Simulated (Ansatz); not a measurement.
AlN, 2 atoms in the cell. Symmetry: F-43m, No. 216, cubic system. Conventional cell: a = 4.368 Å, b = 4.368 Å, c = 4.368 Å, α = 90.00°, β = 90.00°, γ = 90.00°. Al (site symmetry -43m) is surrounded by 4 N at 1.89 Å. N (site symmetry -43m) is surrounded by 4 Al at 1.89 Å. Measurements of this composition are mostly on another form, of space group No. 186.

```yaml
Program: Ansatz 0.2.0
Task: single point
Functional: PBE
Potentials_or_basis: all-electron LAPW, scalar-relativistic
Cutoff: 378 eV (chosen from the basis error)
Basis_error_allowed: 0.001 eV/atom
k_mesh: 10 × 10 × 10
Occupations: gaussian, width 0.03 eV
Spin: no spin polarisation
```

Potentials or basis: all-electron LAPW, scalar-relativistic.

Run with:

```console
$ ansatz run input.yaml --threads 1 --pin off --max-ram 3072MiB --backend cpu --events-out ev --progress --plain --runs-dir out
```

Hardware: 1 thread of Arm Neoverse V2, on a shared host.

Estimate the wall time of this run.

It took 6.4 s on 1 thread of Arm Neoverse V2, on a shared host, peak memory 0.26 GiB. Counts: scf iterations 7, plane waves 331, k points 47, bands 13.
